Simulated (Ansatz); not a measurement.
## diamond against fcc along groups 8 to 10

The calculation used DFT, m-r2SCAN, plane waves (500 eV) with PAW, scalar-relativistic (Ansatz 0.2.0). The PAW files were generated under PBE, with cores re-solved for the functional.

Each structure is relaxed within its symmetry, in the lowest magnetic state of the tried starts. Differences under about 8 meV lie within the error of the k-point mesh.

```json
{"element": "Fe", "E(diamond) − E(fcc) (meV/atom)": "1156", "V(diamond) (Å³/atom)": "13.91", "V(fcc) (Å³/atom)": "10.18", "state of diamond": "non-magnetic", "state of fcc": "antiferromagnetic"}
{"element": "Ru", "E(diamond) − E(fcc) (meV/atom)": "1039", "V(diamond) (Å³/atom)": "19.83", "V(fcc) (Å³/atom)": "13.56", "state of diamond": "non-magnetic", "state of fcc": "non-magnetic"}
{"element": "Co", "E(diamond) − E(fcc) (meV/atom)": "1323", "V(diamond) (Å³/atom)": "14.30", "V(fcc) (Å³/atom)": "10.49", "state of diamond": "ferromagnetic", "state of fcc": "ferromagnetic"}
{"element": "Rh", "E(diamond) − E(fcc) (meV/atom)": "1124", "V(diamond) (Å³/atom)": "20.37", "V(fcc) (Å³/atom)": "13.72", "state of diamond": "non-magnetic", "state of fcc": "non-magnetic"}
{"element": "Ir", "E(diamond) − E(fcc) (meV/atom)": "1014", "V(diamond) (Å³/atom)": "21.09", "V(fcc) (Å³/atom)": "14.21", "state of diamond": "non-magnetic", "state of fcc": "non-magnetic"}
{"element": "Ni", "E(diamond) − E(fcc) (meV/atom)": "1285", "V(diamond) (Å³/atom)": "15.80", "V(fcc) (Å³/atom)": "10.46", "state of diamond": "ferromagnetic", "state of fcc": "ferromagnetic"}
{"element": "Pd", "E(diamond) − E(fcc) (meV/atom)": "1205", "V(diamond) (Å³/atom)": "23.61", "V(fcc) (Å³/atom)": "14.96", "state of diamond": "ferromagnetic", "state of fcc": "spin not included"}
{"element": "Pt", "E(diamond) − E(fcc) (meV/atom)": "1131", "V(diamond) (Å³/atom)": "23.46", "V(fcc) (Å³/atom)": "15.30", "state of diamond": "ferromagnetic", "state of fcc": "spin not included"}
```

m-r²SCAN is r²SCAN on the gauge-invariant kinetic-energy density; without spin polarisation the two are equal.
